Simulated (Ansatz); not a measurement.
Free-standing chains of the atoms of GaAs, named by their start (strip: triangular double chain, ladder: square double chain); atoms and period are relaxed, and energies count from relaxed bulk GaAs (F-43m, 23.71 Å³/atom, gap on the mesh 0.16 eV).

The calculation used DFT PBE, scalar-relativistic, plane waves, PAW (Ansatz).

Cutoff 420 eV; k points 1×1×27 on the computed 2-atom cell (Γ-centred); Gaussian smearing, width 0.05 eV; collinear spin from starting moments 0.5 0.5 μB.

Start (strip chain):

```
CELL_PARAMETERS angstrom
11.00000 0.00000 0.00000
0.00000 9.30000 0.00000
0.00000 0.00000 2.37338
ATOMIC_POSITIONS crystal
Ga 0.40840 0.50000 0.00000
As 0.59160 0.50000 0.50000
```

**Question.** What does the relaxation give?

**Answer.** The free energy falls by 403 meV/atom.

```
excess energy (eV per host atom) : 0.994
period (Å)                       : 2.589
gap on the mesh (eV)             : 0
size of the moment (μB per cell) : 0.00
```

Relaxed structure:
```
CELL_PARAMETERS angstrom
11.00000 0.00000 0.00000
0.00000 9.30000 0.00000
0.00000 0.00000 2.58867
ATOMIC_POSITIONS crystal
Ga 0.39220 0.50000 0.00000
As 0.60780 0.50000 0.50000
```

Each run keeps its start's symmetry and one magnetic start, so lower states can exist.

The run took 2 min on 2 threads of Arm Neoverse V1, on a shared host, peak memory 0.55 GiB.